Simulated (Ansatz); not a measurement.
# Al2Pt (Fm-3m) in Ansatz: a series of runs

Runs on Al2Pt. Level: LDA. Tasks: single point, equation of state.

Everything below comes from runs of Ansatz 0.2.0. Logs are shortened: lines on timing, memory, paths and dates and some standing lists are left out, and cuts for length are marked.

## 1. The crystal as given

The structure is cubic, space group Fm-3m (No. 225). The conventional cell has a = 5.910 Å, b = 5.910 Å, c = 5.910 Å, α = 90.00°, β = 90.00°, γ = 90.00°. Pt (site symmetry m-3m) has 8 Al at 2.56 Å as nearest neighbours. Al (site symmetry -43m) has 4 Pt at 2.56 Å as nearest neighbours.

## 2. Single point, LDA, 16.17 Å³/atom (volume scaled by 0.94)

Contents of input.yaml:

```yaml
crystal:
  lattice:
    - [0.0, 2.8946769513, 2.8946769513]
    - [2.8946769513, 0.0, 2.8946769513]
    - [2.8946769513, 2.8946769513, 0.0]
  atoms:
    - { symbol: Pt, position: [0.0, 0.0, 0.0] }
    - { symbol: Al, position: [0.75, 0.75, 0.75] }
    - { symbol: Al, position: [0.25, 0.25, 0.25] }
hamiltonian:
  xc: lda
  pseudopotentials: { kind: paw }
kpoints:
  mp_grid: { grid: [8, 8, 8] }
scf:
  occupations: { method: fermi_dirac, width: 0.05 }
output:
  forces: true
  stress: true
  eigenvalues: true
```

Potentials or basis: Ansatz PAW.

The run is started by

```bash
> ansatz run input.yaml --threads 2 --pin off --max-ram 5632MiB --backend cpu --events-out ev --progress --plain --runs-dir out
```

Log:

```text
Warning: RAYON_NUM_THREADS=2 ignored (pool sized by the plan → 2); use --threads N
Engine: ansatz 0.2.0, x86_64-unknown-linux-gnu
Pseudopotentials: kind: paw
Pseudopotential: Pt, paw, valence charge 18, recommended cutoff 420 eV (normal), Pt.paw.azcp
Pseudopotential: Al, paw, valence charge 3, recommended cutoff 420 eV (normal), Al.paw.azcp
Functional definition: SPW92
  exchange = slater_x
  correlation = pw_c
Crystal: 3 atoms, lattice volume = 48.510 Å³
Basis set: ecut = 420 eV, 941 PW (Γ)
Bands: 16, of which v1, the nominal top of the filled ones, is band 12 counted from 1 (11 counted from 0)
Symmetry: 48 space group operations
Space group: Fm-3m (ITA 225), of the structure as read, at distance tolerance 3.6e-5 Å
k-points: 29 of 512
Non-local potential: Pt, projectors of the file, l = 0: 3, l = 1: 2, l = 2: 2, l = 3: 1
Non-local potential: Al, projectors of the file, l = 0: 2, l = 1: 2, l = 2: 1
PAW form: soft (Blöchl's): semilocal exchange-correlation on the pseudo side does not see the compensation charge
PAW frozen core: Pt, regenerated for the run's functional, and the local potential with it (the file was generated under x = pbe(κ = 0.804, μ = 0.2195149727645171), c = pbe(β = 0.06672455060314922))
PAW frozen core: Al, regenerated for the run's functional, and the local potential with it (the file was generated under x = pbe(κ = 0.804, μ = 0.2195149727645171), c = pbe(β = 0.06672455060314922))
PAW one-centre angular grid: Pt, 590 points (default); XC on 64 Gauss nodes
PAW one-centre angular grid: Al, 110 points (default); XC on 64 Gauss nodes
Initial density: superposition of atomic densities (neutral atoms: chi_scale 0, normalization atom), corrected by the library's trained network
Initial wavefunctions: pseudopotential atomic-orbital guess
Functional: x = slater, c = lda
SCF iter   1: F=—  HF=-13273.437656 eV  |F-HF|=—  |Δ(HF+E_count)|=         —  Δρ=3.25e-3  dr2=4.13e-3  ethr=1.77e-3  ⟨swp⟩=6.0  Hψ=2489  notcnv=0
preconditioner: auto → Kerker (q_TF=auto, 2.426 Å⁻¹)  [metal: Δε(μ)=0.084 eV  Ē_g=8.729 eV  σ=0.050 eV  W_gap=0.39  n_scr=14 (ndim 8)  ℏωp=21.3 eV  f_vac=0.000  D(μ)=1.44/eV (n_scr^D=14)]
SCF iter   2: F=—  HF=-13273.437067 eV  |F-HF|=—  |Δ(HF+E_count)|=   5.89e-4  Δρ=1.91e-3  dr2=1.52e-3  ethr=1.72e-5  ⟨swp⟩=1.7  Hψ=743  notcnv=0
SCF iter   3: F=—  HF=-13273.436542 eV  |F-HF|=—  |Δ(HF+E_count)|=   5.25e-4  Δρ=4.19e-4  dr2=1.29e-4  ethr=6.35e-6  ⟨swp⟩=2.2  Hψ=709  notcnv=0
SCF iter   4: F=—  HF=-13273.436486 eV  |F-HF|=—  |Δ(HF+E_count)|=   5.61e-5  Δρ=1.44e-4  dr2=1.45e-5  ethr=5.36e-7  ⟨swp⟩=2.4  Hψ=657  notcnv=0
SCF iter   5: F=—  HF=-13273.436484 eV  |F-HF|=—  |Δ(HF+E_count)|=   2.61e-6  Δρ=3.89e-5  dr2=8.55e-7  ethr=6.04e-8  ⟨swp⟩=2.4  Hψ=667  notcnv=0
SCF iter   6: F=—  HF=-13273.436484 eV  |F-HF|=—  |Δ(HF+E_count)|=   5.25e-8  Δρ=1.25e-5  dr2=1.34e-7  ethr=3.56e-9  ⟨swp⟩=2.3  Hψ=690  notcnv=0
SCF iter   7: F=-13273.436484 eV  HF=-13273.436484 eV  |F-HF|=8.19e-11  |Δ(HF+E_count)|=   1.23e-8  Δρ=2.07e-6  dr2=1.16e-9  ethr=4.17e-10  ⟨swp⟩=4.7  Hψ=1621  notcnv=0
SCF 1 converged in 7 iterations: F = -13273.436484 eV  dr2 = 1.16e-9
SCF converged after 7 iterations
Free energy (F): -13273.436484 eV
Harris-Foulkes:  -13273.436484 eV  (|F-HF|=8.19e-11)
Internal energy: -13273.424566 eV  (E = F + TS)
E sigma→0 (E₀):  -13273.430525 eV
Entropy (-TS):   -0.011918 eV (-3.973 meV/atom)
Fermi energy:    12.073374 eV
--- Per-component energies (eV) ---
  E_band       = -299.960478
  E_kinetic    = 692.117224
  E_local      = -2642.290505  (includes V_loc(G=0)·N_el)
  E_nonlocal   = 226.478300
  E_hartree    = 1047.418203
  E_xc         = -342.963801
  E_vxc        = -366.361464  (∫ρ·V_xc dr)
  E_paw        = -10064.903269  (= ΣΔE_a)
  E_vpaw       = -304.741402  (= ΣTr[D̂ρ^β])
  E_aug_tail   = 0.000163  (compensation charges beyond the density's cutoff)
  E_ewald      = -2189.856184
  E_core_change = 0.575303  (= ΣΔE_core)
  E_smearing   = -0.011918  (= −TS)
  E_closure    = -0.000000  (closes the sum)
  Σ components = -13273.436484   (vs F -13273.436484, Δ=0.00e0)
--- Forces (eV/Å), atoms counted from 1 ---
  atom   1  Pt     0.00000000    -0.00000000    -0.00000000
  atom   2  Al     0.00000000    -0.00000000    -0.00000000
  atom   3  Al     0.00000000    -0.00000000     0.00000000
  max |Σ_I F_I| component: 1.39e-17 eV/Å
--- Stress (GPa, compression-positive) ---
        5.166037      -0.000000       0.000000
       -0.000000       5.166037      -0.000000
       -0.000000      -0.000000       5.166037
  P = ⅓ Tr σ = 5.1660 GPa (51.660 kbar)
--- Band table (eV; the first three rows and the last of 29) ---
  k-point 0: bands = ["-87.0464", "-41.2019", "-41.2019", "-41.2019", "1.4305", "6.6973", "6.6973", "6.6973", "8.1254", "8.1254", "15.3997", "15.9524", "15.9524", "15.9524", "17.8632", "17.8632"]
  k-point 1: bands = ["-87.0464", "-41.2024", "-41.2020", "-41.2020", "1.6557", "6.5758", "6.7716", "6.7716", "8.1012", "8.1012", "13.8083", "15.4483", "15.4483", "15.7027", "18.1612", "18.2439"]
  k-point 2: bands = ["-87.0464", "-41.2036", "-41.2022", "-41.2022", "2.3025", "6.2925", "6.9258", "6.9258", "8.1086", "8.1086", "11.1709", "14.4481", "14.4481", "16.1017", "17.7653", "17.8040"]
  k-point 28: bands = ["-87.0464", "-41.2043", "-41.2043", "-41.2031", "5.7922", "5.7922", "6.4275", "6.6406", "8.0521", "8.6196", "9.1785", "9.1785", "11.1808", "17.5484", "17.5484", "18.3592"]
```

Run time: 0.89 s. Hardware: 2 threads of AMD EPYC 7R43 (Zen 3), shared host; peak memory 0.35 GiB.

Results:

| Property | Result |
| --- | --- |
| Free energy | -13273.4365 eV |
| Pressure | 5.2 GPa |
| Band gap on the k mesh | none (metal or under the smearing width) |

Caveat: the PAW data sets come from PBE, with cores solved anew for the run's functional, which leaves a small shift of forces and pressure.

## 3. Single point, LDA, 16.51 Å³/atom (volume scaled by 0.96)

input.yaml, as its differences from that of step 2:

```diff
@@ -2,5 +2,5 @@
   lattice:
-    - [0.0, 2.8946769513, 2.8946769513]
-    - [2.8946769513, 0.0, 2.8946769513]
-    - [2.8946769513, 2.8946769513, 0.0]
+    - [0.0, 2.9150626719, 2.9150626719]
+    - [2.9150626719, 0.0, 2.9150626719]
+    - [2.9150626719, 2.9150626719, 0.0]
   atoms:
@@ -20 +20,5 @@
   eigenvalues: true
+  write_density: true
+  write_potential: true
+  elf: true
+  volumetric_format: npy
```

Potentials or basis: Ansatz PAW.

The run is started by

```bash
> ansatz run input.yaml --threads 2 --pin off --max-ram 5632MiB --backend cpu --events-out ev --progress --plain --runs-dir out
```

Run time: 1.1 s. Hardware: 2 threads of AMD EPYC 7R43 (Zen 3), shared host; peak memory 0.37 GiB.

It converged, with:

```
Free energy            : -13273.4587 eV
Pressure               : 1.8 GPa
Band gap on the k mesh : none (metal or under the smearing width)
```

Caveat: the PAW data sets come from PBE, with cores solved anew for the run's functional, which leaves a small shift of forces and pressure.

## 4. Single point, LDA, 16.86 Å³/atom (volume scaled by 0.98)

input.yaml, as its differences from that of step 3:

```diff
@@ -2,5 +2,5 @@
   lattice:
-    - [0.0, 2.9150626719, 2.9150626719]
-    - [2.9150626719, 0.0, 2.9150626719]
-    - [2.9150626719, 2.9150626719, 0.0]
+    - [0.0, 2.9351671877, 2.9351671877]
+    - [2.9351671877, 0.0, 2.9351671877]
+    - [2.9351671877, 2.9351671877, 0.0]
   atoms:
@@ -20,5 +20 @@
   eigenvalues: true
-  write_density: true
-  write_potential: true
-  elf: true
-  volumetric_format: npy
```

The run is started by

```bash
> ansatz run input.yaml --threads 2 --pin off --max-ram 5632MiB --backend cpu --events-out ev --progress --plain --runs-dir out
```

Wall time 0.96 s (2 threads of AMD EPYC 7R43 (Zen 3), shared host); peak memory 0.35 GiB.

It converged, with:

| Item | Value |
| --- | --- |
| Free energy | -13273.4604 eV |
| Pressure | -1.2 GPa |
| Band gap on the k mesh | none (metal or under the smearing width) |

Caveat: the PAW data sets come from PBE, with cores solved anew for the run's functional, which leaves a small shift of forces and pressure.

## 5. Single point, LDA, 17.20 Å³/atom

input.yaml, as its differences from that of step 4:

```diff
@@ -2,5 +2,5 @@
   lattice:
-    - [0.0, 2.9351671877, 2.9351671877]
-    - [2.9351671877, 0.0, 2.9351671877]
-    - [2.9351671877, 2.9351671877, 0.0]
+    - [0.0, 2.955, 2.955]
+    - [2.955, 0.0, 2.955]
+    - [2.955, 2.955, 0.0]
   atoms:
```

The run is started by

```bash
> ansatz run input.yaml --threads 2 --pin off --max-ram 5632MiB --backend cpu --events-out ev --progress --plain --runs-dir out
```

Run time: 0.94 s. Hardware: 2 threads of AMD EPYC 7R43 (Zen 3), shared host; peak memory 0.36 GiB.

Results (log left out):

* Free energy: -13273.4435 eV
* Pressure: -3.9 GPa
* Band gap on the k mesh: none (metal or under the smearing width)

Caveat: the PAW data sets come from PBE, with cores solved anew for the run's functional, which leaves a small shift of forces and pressure.

## 6. Single point, LDA, 17.55 Å³/atom (volume scaled by 1.02)

input.yaml, as its differences from that of step 5:

```diff
@@ -2,5 +2,5 @@
   lattice:
-    - [0.0, 2.955, 2.955]
-    - [2.955, 0.0, 2.955]
-    - [2.955, 2.955, 0.0]
+    - [0.0, 2.9745701068, 2.9745701068]
+    - [2.9745701068, 0.0, 2.9745701068]
+    - [2.9745701068, 2.9745701068, 0.0]
   atoms:
@@ -20 +20,5 @@
   eigenvalues: true
+  write_density: true
+  write_potential: true
+  elf: true
+  volumetric_format: npy
```

Potentials or basis: Ansatz PAW.

The run is started by

```bash
> ansatz run input.yaml --threads 2 --pin off --max-ram 5632MiB --backend cpu --events-out ev --progress --plain --runs-dir out
```

Wall time 1.2 s (2 threads of AMD EPYC 7R43 (Zen 3), shared host); peak memory 0.37 GiB.

The run converged. Its results:

```
Free energy            : -13273.4104 eV
Pressure               : -6.3 GPa
Band gap on the k mesh : none (metal or under the smearing width)
```

Caveat: the PAW data sets come from PBE, with cores solved anew for the run's functional, which leaves a small shift of forces and pressure.

## 7. Single point, LDA, 17.89 Å³/atom (volume scaled by 1.04)

input.yaml, as its differences from that of step 6:

```diff
@@ -2,5 +2,5 @@
   lattice:
-    - [0.0, 2.9745701068, 2.9745701068]
-    - [2.9745701068, 0.0, 2.9745701068]
-    - [2.9745701068, 2.9745701068, 0.0]
+    - [0.0, 2.9938860383, 2.9938860383]
+    - [2.9938860383, 0.0, 2.9938860383]
+    - [2.9938860383, 2.9938860383, 0.0]
   atoms:
@@ -20,5 +20 @@
   eigenvalues: true
-  write_density: true
-  write_potential: true
-  elf: true
-  volumetric_format: npy
```

The run is started by

```bash
> ansatz run input.yaml --threads 2 --pin off --max-ram 5632MiB --backend cpu --events-out ev --progress --plain --runs-dir out
```

Run time: 0.8 s. Hardware: 2 threads of AMD EPYC 7R43 (Zen 3), shared host; peak memory 0.36 GiB.

The run converged. Its results:

```yaml
Free_energy: -13273.3625 eV
Pressure: -8.5 GPa
Band_gap_on_the_k_mesh: none (metal or under the smearing width)
```

Caveat: the PAW data sets come from PBE, with cores solved anew for the run's functional, which leaves a small shift of forces and pressure.

## 8. Single point, LDA, 18.23 Å³/atom (volume scaled by 1.06)

input.yaml, as its differences from that of step 7:

```diff
@@ -2,5 +2,5 @@
   lattice:
-    - [0.0, 2.9938860383, 2.9938860383]
-    - [2.9938860383, 0.0, 2.9938860383]
-    - [2.9938860383, 2.9938860383, 0.0]
+    - [0.0, 3.0129558903, 3.0129558903]
+    - [3.0129558903, 0.0, 3.0129558903]
+    - [3.0129558903, 3.0129558903, 0.0]
   atoms:
```

The run is started by

```bash
> ansatz run input.yaml --threads 2 --pin off --max-ram 5632MiB --backend cpu --events-out ev --progress --plain --runs-dir out
```

It took 0.94 s on 2 threads of AMD EPYC 7R43 (Zen 3), shared host; peak memory 0.36 GiB.

Results (log left out):

| Quantity | Value |
| --- | --- |
| Free energy | -13273.3014 eV |
| Pressure | -10.4 GPa |
| Band gap on the k mesh | none (metal or under the smearing width) |

Caveat: the PAW data sets come from PBE, with cores solved anew for the run's functional, which leaves a small shift of forces and pressure.

## 9. Equation of state, LDA

Potentials or basis: Ansatz PAW.

No new run: the results of the series are fitted here.

Results:

- Equilibrium volume: 16.71 Å³/atom
- Bulk modulus: 145 GPa
- Pressure derivative of the bulk modulus: 4.5

Energy against volume, from the lowest point:
| volume (Å³/atom) | energy (meV/atom) |
| --- | --- |
| 16.170 | 7.96 |
| 16.514 | 0.55 |
| 16.858 | 0.00 |
| 17.202 | 5.60 |
| 17.546 | 16.66 |
| 17.890 | 32.63 |
| 18.234 | 52.97 |

The run has no spin-orbit coupling, so splittings on Pt are missing. LDA usually gives volumes a few per cent too small.
